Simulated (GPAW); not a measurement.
Runs of GPAW 26.7.0 on ZrC. It takes space group F-43m (No. 216, cubic). Conventional cell: a = 5.091 Å, b = 5.091 Å, c = 5.091 Å, α = 90.00°, β = 90.00°, γ = 90.00°. Around Zr (site symmetry -43m) lie 4 C at 2.20 Å. C (site symmetry -43m) is surrounded by 4 Zr at 2.20 Å. The cell was built by a generator and needn't be a form met in nature.

```csv
level,potentials or basis,gap on the mesh (eV),pressure (GPa),relaxed volume (Å³/atom)
r2SCAN,"GPAW PAW data sets (gpaw-data 1.2.1), pw",(c),0.0,16.38
RPBE,"the program's PAW data sets (release 1.2.1) made for this functional, pw",0.53,0.0,(a)
LDA,"the program's PAW data sets (release 1.2.1) made for this functional, pw",0.49,0.0,15.60
PW91,"PAW data sets generated in the run's folder for this functional, pw",(b),0.0,16.36
PBE,"GPAW PAW data sets (gpaw-data 1.2.1), pw",0.50,0.0,16.40
```

Alike in all rows: task relaxation of cell and atoms; no spin polarisation; cell relaxed; k mesh 8 × 8 × 8; cutoff (eV) 800; smearing fermi-dirac 0.05 eV.

Task: Fill in the values left out.

Result: (a) 16.73; (b) 0.52; (c) 0.72.

Caveats: later steps reuse the first step's grids; the PAW data sets were made with another functional, which shifts forces and pressure a little (some runs).

A k mesh can miss the band edges, and the runs leave out spin-orbit coupling on Zr.
